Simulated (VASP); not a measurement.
## WS2: band structure with PBE+D3(BJ)

The system is WS2, a slab with vacuum.

```
S W
1.0
     3.15951    0.00000    0.00000
    -1.57976    2.73622    0.00000
     0.00000    0.00000   21.12500
S W
2 1
Direct
  0.33333 0.66667 0.42539
  0.33333 0.66667 0.57461
  0.66667 0.33333 0.50000
```

```yaml
Program: VASP 6.6.1
Task: band structure
Functional: PBE
Dispersion: D3(BJ)
Potentials_or_basis: VASP PAW PBE potentials, release 64 (S, W_sv)
Cutoff: 520 eV
k_mesh: 9 × 9 × 1
Occupations: gaussian, width 0.03 eV
Spin: no spin polarisation
Dipole_correction: yes
Further_INCAR_settings: ALGO = Fast; EDIFF = 1e-07; NBANDS = 20
```

The band gap on the k mesh is 1.92 eV, direct, the band gap along the path is 1.92 eV, direct and the dispersion energy per atom is -0.310 eV. The ionisation potential of the upper face is 5.65 eV.

Levels at points of the mesh, in eV from the valence-band top:
| k point | band 9 | band 10 | band 11 | band 12 | band 13 | band 14 | band 15 | band 16 | band 17 | band 18 |
| --- | --- | --- | --- | --- | --- | --- | --- | --- | --- | --- |
| (0.00, 0.00, 0.00) | -2.81 | -2.21 | -1.57 | -1.57 | -0.14 | 2.94 | 2.94 | 3.07 | 3.07 | 5.00 |

It took 21 s on 4 MPI ranks on Intel(R) Xeon(R) Platinum 8488C (Sapphire Rapids), on a shared host, peak memory 0.33 GiB a rank.

Caveat: spin-orbit coupling is left out, which moves the levels of the heavy elements. As with any semilocal functional, this PBE gap is likely too small.
